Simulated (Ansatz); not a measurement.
W2C under changes of volume

One of the cells (10.183 Å³/atom); the others are scaled copies at fixed shape and fractional positions:

```
W C
1.0
     2.84998    0.00000    0.00000
    -1.42499    2.46815    0.00000
     0.00000    0.00000    4.34307
W C
2 1
Cartesian
  1.4250 0.8227 1.1017
  0.0000 1.6454 3.2414
  0.0000 0.0000 0.0000
```

The cell comes from a database or a generator and needn't be the stable form of this composition.

* Program: Ansatz 0.2.0
* Functional: PBE
* Dispersion: D3(BJ)-ATM
* Potentials or basis: PseudoDojo stringent (PBE files)
* Cutoff: 1116 eV
* Density cutoff: 4463 eV
* k mesh: 10 × 10 × 6
* Occupations: methfessel-paxton, width 0.1 eV
* Spin: spin-orbit coupling, no magnetisation

```tsv
volume (Å³/atom)	energy over the lowest point (meV/atom)	pressure (GPa)	largest force (eV/Å)
9.572	?	?	?
9.776	650.69	141.8	3.456
9.980	481.65	124.4	3.096
10.183	333.81	108.5	2.758
10.387	205.34	93.9	2.442
10.591	94.57	80.6	2.147
10.794	0.00	68.4	1.872
```

**Question.** What does the run at 9.572 Å³/atom give?

**Answer.** Energy over the lowest point 842.93 meV/atom; pressure 160.9 GPa; largest force 3.841 eV/Å.

Worked out: A Birch-Murnaghan fit of order 3 (a polynomial in V^(-2/3)) to the other rows has no minimum within the range. It gives 843.55 meV/atom at 9.572 Å³/atom, against the run's 842.93, and -dE/dV = 161.2 GPa, against 160.9.

Energies are extrapolated to zero smearing.

Caveats: pairwise dispersion overbinds metals, which lowers pressure and volume.
